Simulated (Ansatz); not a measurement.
# Relaxing Nb₃Sn

The calculation used DFT r2SCAN, scalar-relativistic, plane waves, PAW in Ansatz 0.2.0. Cutoff 500 eV, Γ-centred k mesh, Gaussian smearing, no spin polarisation in the final step.

A relaxed cell is given with its space group left out.

```xyz
8
Lattice="5.3041 0.0000 0.0000 0.0000 5.3041 0.0000 0.0000 0.0000 5.3041" Properties=species:S:1:pos:R:3 pbc="T T T"
Nb    1.3260    0.0000    2.6520
Nb    2.6520    3.9781    0.0000
Nb    3.9781    0.0000    2.6520
Nb    2.6520    1.3260    0.0000
Nb    0.0000    2.6520    3.9781
Nb    0.0000    2.6520    1.3260
Sn    0.0000    0.0000    0.0000
Sn    2.6520    2.6520    2.6520
```

The zero of energy is the elements' standard structures at the same level; no fitted shifts are applied.

What space group does it have?

Pm-3n (No. 223). Conventional cell: a = 5.304 Å. Nb has 2 Nb at 2.65 Å, 4 Sn at 2.97 Å and 8 Nb at 3.25 Å; around Sn lie 12 Nb at 2.97 Å.

How far does it lie from the elements in energy?

-0.23 eV/atom.

Is it a metal?

Yes, bands cross the Fermi level on the 8×8×8 mesh.

The final run used a 8×8×8 mesh on its 8-atom cell and 0.10 eV smearing. The k mesh leaves about 4 meV/atom of noise in metals.

Cost: 2 runs of about 4.4 core-minutes in all, on Arm Neoverse V2 (shared hosts).